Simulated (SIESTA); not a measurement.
Runs of SIESTA 5.4.2 on Ti. Symmetry: P6_3/mmc, No. 194, hexagonal system. Conventional cell: a = 2.950 Å, b = 2.950 Å, c = 4.680 Å, α = 90.00°, β = 90.00°, γ = 120.00°. Ti (site symmetry -6m2) has 12 Ti at 2.89 to 2.95 Å as nearest neighbours. 

```csv
task,level,potentials or basis,broadening (eV),window to (eV),polarisation,direction,optical mesh offset,energy shift,gap on the mesh (eV),pressure (GPa),V0 of scaled cells (Å³/atom),B0 (GPa)
optical spectrum,vdW-DF,"PseudoDojo 0.4 standard (PBE files), DZDP (energy shift 0.002 Ry)",0.2 eV,30 eV,unpolarized,0.0 0.0 1.0,true,0.002 Ry,none,1.2,-,-
band structure,PBE,"PseudoDojo 0.4 standard (PBE files), TZP (energy shift 0.002 Ry)",-,-,-,-,-,0.002 Ry,none,-1.7,-,-
equation of state,PBE,"PseudoDojo 0.4 standard (PBE files), DZP (energy shift 0.002 Ry)",-,-,-,-,-,0.002 Ry,-,-,17.41,115
band structure,PBE,"PseudoDojo 0.4 standard (PBE files), DZP (energy shift 0.002 Ry)",-,-,-,-,-,0.002 Ry,none,-1.5,-,-
equation of state,PBEsol,"PseudoDojo 0.4 standard (PBEsol files), DZP (energy shift 0.003 Ry; two zetas on semicore shells)",-,-,-,-,-,0.003 Ry,-,-,(b),(a)
equation of state,PBE,"PseudoDojo 0.4 standard (PBE files), TZDP (energy shift 0.002 Ry)",-,-,-,-,-,0.002 Ry,-,-,17.40,115
band structure,PBE,"PseudoDojo 0.4 standard (PBE files), DZP (energy shift 0.003 Ry; two zetas on semicore shells)",-,-,-,-,-,0.003 Ry,none,-1.3,-,-
band structure,LDA,"PseudoDojo 0.4 standard (LDA files), DZP (energy shift 0.003 Ry; two zetas on semicore shells)",-,-,-,-,-,0.003 Ry,none,-9.5,-,-
```

Alike in all rows: no spin polarisation; cell as given; k mesh 10 × 10 × 6; smearing fermi-dirac 0.05 eV; grid cutoff 800 Ry.

Task: Fill in the values left out.

Result: (a) 122; (b) 16.79.

Caveats: the basis of atomic orbitals isn't converged, which shifts pressures, moduli and gaps; semicore shells carry a single zeta, which can move pressures by several GPa and volumes by a few percent (some runs); the cell was scaled at fixed shape and fractional positions, which overstates the stiffness of a crystal with free parameters, most of all of layers and chains (some runs); the basis holds too few empty states to meet the f-sum rule, so the spectrum is short of weight at high energy (some runs); the potentials were made for another functional, which shifts forces and pressure (some runs).

A k mesh can miss the band edges.

A gap of «none» marks a metal or a gap under the smearing width.

Not every run made on this cell is shown here.
